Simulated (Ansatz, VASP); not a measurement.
**SnO in VASP and in Ansatz**

```
Sn O
1.0
     3.41105    0.00000    0.00000
    -1.70552    2.95405    0.00000
     0.00000    0.00000    6.40196
Sn O
2 2
Direct
  0.33333 0.66667 0.25000
  0.66667 0.33333 0.75000
  0.00000 0.00000 0.00000
  0.00000 0.00000 0.50000
```

Alike in both runs: functional PBE; k mesh 6 × 6 × 4; occupations gaussian, width 0.1 eV; no spin polarisation.

Ansatz relaxed the structure, and its values are those at the end. VASP's run is a single point on that final structure, the one shown.

|  | VASP | Ansatz |
| --- | --- | --- |
| version | VASP 6.6.1 | Ansatz 0.2.0 |
| potentials or method | VASP PAW PBE potentials, release 64 (Sn_d, O) | scalar-relativistic, plane waves, PAW |
| plane-wave cutoff (eV) | 520 | 420 |
| valence electrons in the cell | 40 | 40 |

|  | VASP | Ansatz | Ansatz less VASP |
| --- | --- | --- | --- |
| gap on the k mesh at the Fermi level (eV) | none | none | - |
| pressure (GPa) | 0.0 | 0.0 | 0.00 |

A gap of «none» marks a metal or a gap that the smearing closes.
